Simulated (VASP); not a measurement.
# C: kinetic-energy density

C, Fd-3m (no. 227), 2 atoms in the cell. PBE; PAW potentials C (PBE set).

## Input

INCAR:
```
PREC     = Accurate       # precision mode
ENCUT    = 520            # plane-wave cutoff, eV
EDIFF    = 1E-7           # SCF threshold, eV
ISMEAR   = 0              # smearing method
SIGMA    = 0.02           # smearing width, eV
LREAL    = False          # projectors in reciprocal space
LASPH    = True           # aspherical terms in the spheres
ALGO     = Normal         # electronic algorithm
NELM     = 100            # most SCF steps
ISIF     = 2              # what is computed and relaxed
LWAVE    = False          # write WAVECAR
LCHARG   = True           # write CHGCAR
LTAU     = True          
```

KPOINTS:
```
k-points
0
Gamma
  11 11 11
```

POSCAR:
```
C
1.0
    0.0000000000      1.7833700000      1.7833700000
    1.7833700000      0.0000000000      1.7833700000
    1.7833700000      1.7833700000      0.0000000000
C
2
Direct
    0.7500000000      0.7500000000      0.7500000000
    0.5000000000      0.5000000000      0.5000000000
```

Commands:
```
cat potpaw_PBE.64/C/POTCAR > POTCAR
mpirun -np 1 vasp_std > vasp.out
```

## Result

- Kinetic energy of the pseudo orbitals (eV): 191.67

VASP 6.6.1 took 4.0 s on 1 core (Intel Xeon Platinum 8488C (Sapphire Rapids)), a shared host.
